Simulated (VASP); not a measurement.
Runs of VASP 6.6.1 on As. It takes space group Pm-3m (No. 221, cubic). Conventional cell: a = 2.704 Å, b = 2.704 Å, c = 2.704 Å, α = 90.00°, β = 90.00°, γ = 90.00°. Around As (site symmetry m-3m) lie 6 As at 2.70 Å. This isn't the form of As at room conditions, which is rhombohedral.

```tsv
level	potentials or basis	cell	k mesh	cutoff (eV)	smearing	mesh quality	gap on the mesh (eV)	pressure (GPa)
PBE	VASP PAW PBE potentials, release 64 (As_GW)	as given	6 × 6 × 6	450	gaussian 0.02 eV	coarse	none	2.2
PBE	VASP PAW PBE potentials, release 64 (As)	cell strained at random at fixed volume	10 × 10 × 10	520	fermi-dirac 0.05 eV	not flagged	none	2.4
PBEsol	VASP PAW PBE potentials, release 64 (As)	as given	10 × 10 × 10	520	gaussian 0.02 eV	not flagged	none	-1.2
PBE	VASP PAW PBE potentials, release 64 (As_GW)	as given	4 × 4 × 4	450	gaussian 0.02 eV	coarse	none	0.9
MS2	VASP PAW PBE potentials, release 64 (As)	volume scaled by 1.25	10 × 10 × 10	520	gaussian 0.01 eV	not flagged	none	(a)
PBE	VASP PAW PBE potentials, release 64 (As_GW)	as given	5 × 5 × 5	500	gaussian 0.02 eV	coarse	none	3.4
PBE	VASP PAW PBE potentials, release 64 (As_GW)	as given	6 × 6 × 6	500	gaussian 0.02 eV	coarse	none	2.2
```

Alike in all rows: task single point; no spin polarisation.

Problem. Estimate the missing entries.

Solution. (a) -13.6.

Caveats: some runs use coarse meshes; the PAW data sets were made with another functional, which shifts forces and pressure a little (some runs).

A k mesh can miss the band edges, and the runs leave out spin-orbit coupling on As.

A gap of «none» marks a metal or a gap under the smearing width.
